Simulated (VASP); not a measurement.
A run of VASP 6.6.1:

Contents of INCAR:

```
AGGAC = 0.0
ALGO = Fast
EDIFF = 1E-6
EDIFFG = -0.02
ENCUT = 600
GGA = MK
IBRION = 2
ISIF = 3
ISMEAR = -1
LASPH = T
LCHARG = F
LREAL = F
LUSE_VDW = T
LWAVE = F
NELM = 60
NSW = 40
PARAM1 = 0.1234
PARAM2 = 1.0
PREC = Accurate
SIGMA = 0.05
```

The input KPOINTS:

```
k-points
0
Gamma
  8 8 8
```

POSCAR

```
GaP
1.0
    0.0000000000      2.7252500000      2.7252500000
    2.7252500000      0.0000000000      2.7252500000
    2.7252500000      2.7252500000      0.0000000000
Ga P
1 1
Direct
    0.0000000000      0.0000000000      0.0000000000
    0.7500000000      0.7500000000      0.7500000000
```

Potentials or basis: VASP PAW PBE potentials, release 64 (Ga_d, P).

Launch:

```sh
$ cat potpaw_PBE.64/Ga_d/POTCAR potpaw_PBE.64/P/POTCAR > POTCAR
$ mpirun -np 1 vasp_std > vasp.out
```

Hardware: 1 thread of Intel(R) Xeon(R) Platinum 8259CL CPU @ 2.50GHz (Skylake/Cascade Lake), on a shared host.

How long does it take, and how much memory?

It took 2.7 min on 1 thread of Intel(R) Xeon(R) Platinum 8259CL CPU @ 2.50GHz (Skylake/Cascade Lake) (shared host), peak memory 0.4 GiB. Counts: scf iterations 28, k points 29, ion steps 3.
